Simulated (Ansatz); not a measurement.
N from a database of computed structures was relaxed with r2SCAN+rVV10, strained in 2 ways (changes of length per length), its atoms relaxed again with r2SCAN+rVV10, and run with r2SCAN in the plane-wave code Ansatz. Calculated for a static, non-magnetic cell.

Xy shear, engineering strain (angle) -5.23 %. Input:
```yaml
crystal:
  lattice:
    - [3.9609755119, -0.1035795096, 0.0]
    - [-0.1035795096, 3.9609755119, 0.0]
    - [0.0, 0.0, 5.1331776349]
  atoms:
    - { symbol: "N", position: [0.8997819253, 0.8997819253, 0.0] }
    - { symbol: "N", position: [0.5951026684, 0.4048973316, 0.5] }
    - { symbol: "N", position: [0.1002180747, 0.1002180747, 0.0] }
    - { symbol: "N", position: [0.4048973316, 0.5951026684, 0.5] }
kpoints:
  mp_grid: { grid: [6, 6, 6] }
  band_path:
    path:
      - [0.0, 0.0, 0.0]
      - [0.0, 0.5, 0.0]
      - [0.5, 0.5, 0.0]
      - [0.0, 0.0, 0.5]
      - [0.0, 0.5, 0.5]
      - [0.5, 0.5, 0.5]
      - [-0.5, -0.5, 0.489583]
    npoints: 1
hamiltonian:
  xc: r2scan
scf:
  occupations: { method: fixed }
  n_extra_bands: 5
output:
  forces: true
  stress: true
  eigenvalues: true
```

Main results, then levels in eV from the Fermi energy at the points of the path (names of the unstrained zone, bands numbered from 0):
```
Crystal: 4 atoms, lattice volume = 80.481 Å³
Basis set: ecut = 500 eV, 2037 PW (Γ)
Symmetry: 8 space group operations
Space group: Cmmm (ITA 65)
k-points: 52 of 216
Free energy (F): -1539.292481 eV
Fermi energy:    -5.480277 eV
--- Forces (eV/Å), atoms counted from 1 ---
  atom   1  N       0.04900      0.04900      0.00000
  atom   2  N     -0.04441      0.04441      0.00000
  atom   3  N     -0.04900    -0.04900      0.00000
  atom   4  N       0.04441    -0.04441      0.00000
--- Stress (GPa, compression-positive) ---
        0.290511       0.087680       0.000000
        0.087680       0.290511       0.000000
        0.000000       0.000000       0.445089
  P = ⅓ Tr σ = 0.3420 GPa (3.420 kbar)
```
```tsv
point	band_7	band_8	band_9	band_10	band_11	band_12
Γ	-1.239	-1.212	-0.268	7.472	8.571	8.953
X	-1.620	-0.294	-0.278	8.708	8.741	8.747
M	-1.507	-0.145	-0.021	8.418	8.455	9.612
Z	-1.387	-0.500	-0.448	7.976	7.993	8.956
R	-1.340	-0.374	-0.370	8.229	8.332	9.075
A	-1.624	-0.051	0.000	8.468	8.530	9.631
(-1/2,-1/2,0.490)	-1.624	-0.051	0.000	8.468	8.530	9.631
```

r2SCAN gives an indirect gap of 7.47 eV, from A to Γ; the least direct gap is 7.74 eV at Γ. With the atoms held, the mean pressure is +0.34 GPa (compression positive).

Task: Uniaxial -2.92 % along x, other directions held gives these blocks instead:
```yaml
crystal:
  lattice:
    - [3.845315027, 0.0, 0.0]
    - [0.0, 3.9609755119, 0.0]
    - [0.0, 0.0, 5.1331776349]
  atoms:
    - { symbol: "N", position: [0.9033843557, 0.8987556745, 0.0] }
    - { symbol: "N", position: [0.5966156443, 0.3987556745, 0.5] }
    - { symbol: "N", position: [0.0966156443, 0.1012443255, 0.0] }
    - { symbol: "N", position: [0.4033843557, 0.6012443255, 0.5] }
kpoints:
  mp_grid: { grid: [6, 6, 6] }
  band_path:
    path:
      - [0.0, 0.0, 0.0]
      - [0.0, 0.5, 0.0]
      - [0.5, 0.5, 0.0]
      - [0.0, 0.0, 0.5]
      - [0.0, 0.5, 0.5]
      - [0.5, 0.5, 0.5]
    npoints: 1
```
What comes out?

Result:
```
Crystal: 4 atoms, lattice volume = 78.184 Å³
Basis set: ecut = 500 eV, 1987 PW (Γ)
Symmetry: 8 space group operations
Space group: Pnnm (ITA 58)
k-points: 64 of 216
Free energy (F): -1539.286276 eV
Fermi energy:    -5.331577 eV
--- Forces (eV/Å), atoms counted from 1 ---
  atom   1  N       0.04560      0.04953      0.00000
  atom   2  N     -0.04560      0.04953      0.00000
  atom   3  N     -0.04560    -0.04953      0.00000
  atom   4  N       0.04560    -0.04953      0.00000
--- Stress (GPa, compression-positive) ---
        0.477648       0.000000       0.000000
        0.000000       0.394604       0.000000
        0.000000       0.000000       0.524330
  P = ⅓ Tr σ = 0.4655 GPa (4.655 kbar)
```
```tsv
point	band_7	band_8	band_9	band_10	band_11	band_12
Γ	-1.265	-1.221	-0.292	7.419	8.524	8.911
X	-1.596	-0.280	-0.280	8.718	8.718	8.732
M	-1.561	-0.060	-0.060	8.409	8.409	9.714
Z	-1.360	-0.487	-0.487	7.934	7.934	8.989
R	-1.346	-0.371	-0.371	8.292	8.292	9.060
A	-1.624	0.000	0.000	8.487	8.487	9.717
```
r2SCAN gives an indirect gap of 7.42 eV, from A to Γ; the least direct gap is 7.71 eV at Γ. With the atoms held, the mean pressure is +0.47 GPa (compression positive).
